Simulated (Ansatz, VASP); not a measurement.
**B: VASP beside Ansatz**

Contents of INCAR:

```
  ALGO = Fast
  EDIFF = 1E-6
  ENCUT = 520
  GGA = PE
  ISIF = 2
  ISMEAR = 0
  IVDW = 12
  LASPH = True
  LCHARG = False
  LREAL = False
  LWAVE = False
  NBANDS = 8
  NELM = 60
  PREC = Accurate
  SIGMA = 0.15
```

The input KPOINTS:

```
k-points
0
Gamma
  33 33 14
```

The input POSCAR:

```
B
1.0
    1.7875552546      0.0000000000      0.0000000000
   -0.8937776273      1.5480682611      0.0000000000
    0.0000000000      0.0000000000      3.6354228500
B
1
Direct
    0.0000000000      0.0000000000      0.0000000000
```

Input for Ansatz:

```yaml
crystal:
  lattice:
    - [1.7875552546, 0.0, 0.0]
    - [-0.8937776273, 1.5480682611, 0.0]
    - [0.0, 0.0, 3.63542285]
  atoms:
    - { symbol: B, position: [0.0, 0.0, 0.0] }
basis:
  ecutwfc: 420
kpoints:
  mp_grid: { grid: [33, 33, 14] }
hamiltonian:
  xc: pbe
  dispersion: d3bj
scf:
  occupations: { method: gaussian, width: 0.15 }
output:
  forces: true
  stress: true
  eigenvalues: true
```

Change from the starting cell: strain +0.050 along x and y, +0.000 along z, atoms carried along.

Alike in both runs: task single point; functional PBE; dispersion D3(BJ); k mesh 33 × 33 × 14; occupations gaussian, width 0.15 eV; no spin polarisation.

|  | VASP | Ansatz |
| --- | --- | --- |
| version | VASP 6.6.1 | Ansatz 0.2.0 |
| potentials or method | VASP PAW PBE potentials, release 64 (B) | scalar-relativistic, plane waves, PAW |
| plane-wave cutoff (eV) | 520 | 420 |
| valence electrons in the cell | 3 | 3 |

|  | VASP | Ansatz | Ansatz less VASP |
| --- | --- | --- | --- |
| gap on the k mesh at the Fermi level (eV) | none | none | - |
| pressure (GPa) | -21.6 | -21.5 | +0.11 |
| largest component of the traceless stress (GPa) | 19.98 | 19.93 | -0.047 |

A gap of «none» marks a metal or a gap that the smearing closes. The functional is the same, so the differences come from potentials, cutoffs and numerics.

Caveats: so large a pressure means that the cell lies far from this level's equilibrium, or that cutoff or potentials fall short (VASP); pairwise dispersion overbinds metals, which lowers pressure and volume.
